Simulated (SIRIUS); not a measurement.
# Nd in SIRIUS: convergence with density tol

Input of the first run (density tol 0.01); the others differ in this setting and in those tied to it:

The input sirius.json:

```json
{
  "control": {
    "processing_unit": "cpu",
    "verbosity": 2,
    "num_bands_to_print": 14,
    "print_forces": true,
    "print_stress": true
  },
  "parameters": {
    "electronic_structure_method": "pseudopotential",
    "xc_functionals": ["XC_LDA_X", "XC_LDA_C_PW"],
    "gk_cutoff": 7.1,
    "pw_cutoff": 20.1,
    "ngridk": [9, 9, 9],
    "shiftk": [0, 0, 0],
    "smearing": "gaussian",
    "smearing_width": 0.0018374661,
    "num_bands": 14,
    "num_mag_dims": 1,
    "num_dft_iter": 100,
    "energy_tol": 0.01,
    "density_tol": 0.01
  },
  "iterative_solver": {
    "type": "davidson",
    "min_tolerance": 1e-10
  },
  "mixer": {
    "type": "anderson",
    "beta": 0.5,
    "max_history": 8
  },
  "settings": {
    "tol_ne": 1e-10,
    "smooth_initial_mag": true
  },
  "unit_cell": {
    "lattice_vectors": [
      [-3.922069934112, 3.922069934112, 3.922069934112],
      [3.922069934112, -3.922069934112, 3.922069934112],
      [3.922069934112, 3.922069934112, -3.922069934112]
    ],
    "atom_coordinate_units": "lattice",
    "atom_types": ["Nd"],
    "atom_files": {
      "Nd": "Nd.json"
    },
    "atoms": {
      "Nd": [
        [0.0, 0.0, 0.0, 0.0, 0.0, 3.0]
      ]
    }
  }
}
```

Potentials or basis: JTH 2.0 LDA (PAW).

The run is started by

```bash
$ upf_to_json Nd.LDA_PW-JTH.UPF
$ OMP_NUM_THREADS=1 sirius.scf --input=sirius.json --output=out.json --task=0
```

This isn't the form of Nd at room conditions, which is double hcp.

Hardware: 1 thread of Arm Neoverse V2, on a shared host.

```tsv
density tol	energy less the tightest run, at zero smearing (meV/atom)	SCF cycles	CPU time (s)	peak memory (GiB)
0.01	0.10	44	460	0.69
0.001	0.00	46	480	0.69
0.0001	0.00	47	480	0.7
1e-05	0.00	49	490	0.7
1e-06	0.00	53	490	0.7
1e-07	timed out after 98 s	-	-	-
```

Against the tightest run, the energy stays within 1 meV/atom from 0.01 on. The tightest run that finished is the yardstick and may itself not be fully converged.

Caveat, for the tightest run too: the magnetic or orbital state may not be the lowest. The state reached can hang on the start; a lower one may exist.
